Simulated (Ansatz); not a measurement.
# Li: the cost of one run

Method: DFT PBE, scalar-relativistic, plane waves, PAW, in Ansatz 0.2.0.

1 further run of the same task is left out (set aside as unsound or not needed).

### Step 1. The system as given

It takes space group Fm-3m (No. 225, cubic). The conventional cell has a = 4.404 Å, b = 4.404 Å, c = 4.404 Å, α = 90.00°, β = 90.00°, γ = 90.00°. Around Li (site symmetry m-3m) lie 12 Li at 3.11 Å.

Structure file:

```cif
data_structure
_symmetry_space_group_name_H-M 'Fm-3m'
_symmetry_Int_Tables_number 225
_cell_length_a 4.4040
_cell_length_b 4.4040
_cell_length_c 4.4040
_cell_angle_alpha 90.000
_cell_angle_beta 90.000
_cell_angle_gamma 90.000
_cell_volume 85.42
loop_
_atom_site_label
_atom_site_type_symbol
_atom_site_symmetry_multiplicity
_atom_site_Wyckoff_symbol
_atom_site_fract_x
_atom_site_fract_y
_atom_site_fract_z
_atom_site_occupancy
Li1 Li 4 a 0.00000 0.00000 0.00000 1
```

The structure comes from the Crystallography Open Database.

### Step 2. A random distortion, cell strained

What differs from the listed cell: strain xx, yy, zz, yz, xz, xy = -0.8, +0.0, -0.7, -0.1, +0.3, -0.2 %.

Contents of input.yaml:

```yaml
crystal:
  lattice:
    - [0.00273048, 2.19993012, 2.18456016]
    - [2.18964678, -0.0046242, 2.19191484]
    - [2.17995798, 2.197596, 0.0050646]
  atoms:
    - { symbol: Li, position: [0.0, 0.0, 0.0] }
basis:
  ecutwfc: 420
kpoints:
  mp_grid: { grid: [14, 14, 14] }
hamiltonian:
  xc: pbe
scf:
  occupations: { method: gaussian, width: 0.1 }
output:
  forces: true
  stress: true
  eigenvalues: true
  populations: true
```

Run with:

```sh
> ansatz run input.yaml --threads 1 --pin off --max-ram 1331MiB --backend cpu --events-out ev --progress --plain --runs-dir out
```

What time and memory should one allow on 1 thread of an x86-64 CPU, shared host?

About 11 s, with a peak of 0.54 GiB.
